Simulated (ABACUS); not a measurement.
Crystal: Zn.

```
Zn
1.0
    -1.56904    1.56904    1.56904
     1.56904   -1.56904    1.56904
     1.56904    1.56904   -1.56904
Zn
1
Direct
  0.00000 0.00000 0.00000
```

This isn't the form of Zn at room conditions, which is hcp.

Base run:

| Property | Result |
| --- | --- |
| Program | ABACUS 3.10.1 |
| Functional | LDA |
| Potentials or basis | SG15 ONCV 1.2 PBE |
| Cutoff | 1143 eV |
| Density cutoff | 4572 eV |
| Basis | plane waves |
| k mesh | 12 × 12 × 12 |
| Occupations | fermi-dirac, width 0.05 eV |
| Spin | no spin polarisation |

Its results: band gap on the k mesh none (metal or under the smearing width); pressure -10.3 GPa.

Task: The run is repeated on the same cell with these changes: functional from LDA to r2SCAN. What comes out?

Result: Band gap on the k mesh none (metal or under the smearing width); pressure -5.7 GPa.

Caveats: the potentials were made for another functional, which shifts forces and pressure.
